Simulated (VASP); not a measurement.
**P: single point with r2SCAN**

P, a slab with vacuum:

```
CELL_PARAMETERS angstrom
3.09561 0.00000 0.00000
-1.54781 2.68088 0.00000
0.00000 0.00000 28.00000
ATOMIC_POSITIONS crystal
P 0.33333 0.66667 0.52102
P 0.66667 0.33333 0.47898
```

The cell was built by a generator and needn't be a form met in nature.

- Program: VASP 6.6.1
- Task: single point
- Functional: r2SCAN
- Potentials or basis: VASP PAW PBE potentials, release 64 (P)
- Cutoff: 520 eV
- k mesh: 6 × 6 × 1
- Occupations: gaussian, width 0.1 eV
- Spin: no spin polarisation
- Dipole correction: yes
- Further INCAR settings: ALGO = Normal; EDIFF = 1e-06; NBANDS = 12

```yaml
Largest_force: 1.541 eV/Å
Band_gap_on_the_k_mesh: 2.25 eV, indirect (least direct gap 2.52 eV)
Ionisation_potential_of_the_upper_face: 6.46 eV
```

Forces on the atoms (eV/Å):
```
P    0.000  0.000  1.541
P    0.000  0.000 -1.541
```

Levels at points of the mesh, in eV from the valence-band top:
```
           k point  band 2  band 3  band 4  band 5  band 6  band 7  band 8  band 9
(0.00, 0.00, 0.00)   -7.15   -0.72   -0.03   -0.03    4.63    4.63    5.60    6.02
(0.50, 0.00, 0.00)  -10.18   -3.36   -2.74   -1.56    2.26    3.90    6.48    6.83
```

Wall time 88 s on 1 thread of Intel(R) Xeon(R) Platinum 8488C (Sapphire Rapids), on a shared host, peak memory 0.35 GiB.

Caveat: the PAW data sets were made with another functional, which shifts forces and pressure a little. r2SCAN opens gaps a little over a GGA but as a rule still falls short of measured ones.
